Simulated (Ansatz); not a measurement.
# BN: the cost of one run

Program: Ansatz 0.2.0. Level of theory: DFT r2SCAN, scalar-relativistic, plane waves, PAW. These are calculated values, not measurements.

### Step 1. The system as given

The structure is hexagonal, space group P6_3/mmc (No. 194). The conventional cell has a = 2.504 Å, b = 2.504 Å, c = 6.661 Å, α = 90.00°, β = 90.00°, γ = 120.00°. B (site symmetry -6m2) is surrounded by 3 N at 1.45 Å. Around N (site symmetry -6m2) lie 3 B at 1.45 Å.

As a file:

```
B N
1.0
     2.50399    0.00000    0.00000
    -1.25200    2.16852    0.00000
     0.00000    0.00000    6.66120
B N
2 2
Direct
  0.33333 0.66667 0.25000
  0.66667 0.33333 0.75000
  0.33333 0.66667 0.75000
  0.66667 0.33333 0.25000
```

No relaxation comes first: the listed cell is the starting point.

### Step 2. The reference cell

The reference gives a free energy of -1088.2459 eV, pressure -0.61 GPa, largest force 0.000 eV/Å and gap on the mesh 4.84 eV. It was computed beforehand with the settings of the runs below.

### Step 3. Setting up a frozen normal mode

Mode 9 of the phonon run on this cell, counted from the lowest, is frozen in: each atom moves by x times its row below, so x is the largest displacement.

```
atom      ux     uy     uz
  B1   0.001  0.000  0.000
  B2   1.000  0.000  0.000
  N3  -0.772  0.000  0.000
  N4   0.000  0.000  0.000
```

### Step 4. x = -0.300 Å

The input, input.yaml:

```yaml
crystal:
  lattice:
    - [2.5039917043, 0.0, 0.0]
    - [-1.2519958522, 2.1685204268, 0.0]
    - [0.0, 0.0, 6.6612]
  atoms:
    - { symbol: B, position: [0.3332577843, 0.6666666667, 0.25] }
    - { symbol: B, position: [0.546857963, 0.3333333333, 0.75] }
    - { symbol: "N", position: [0.4258634153, 0.6666666667, 0.75] }
    - { symbol: "N", position: [0.6666580933, 0.3333333333, 0.25] }
basis:
  ecutwfc: 500
kpoints:
  mp_grid: { grid: [12, 12, 4] }
hamiltonian:
  xc: r2scan
scf:
  occupations: { method: gaussian, width: 0.05 }
output:
  forces: true
  stress: true
  eigenvalues: true
```

Command:

```console
> ansatz run input.yaml --threads 2 --pin off --max-ram 5120MiB --backend cpu --events-out ev --progress --plain --runs-dir out
```

**Question.** How long does this run take on 2 threads of Oxide Virtual Turin-like (Zen 5), shared host, and how much memory does it need?

About 7 s, with a peak of 0.55 GiB.
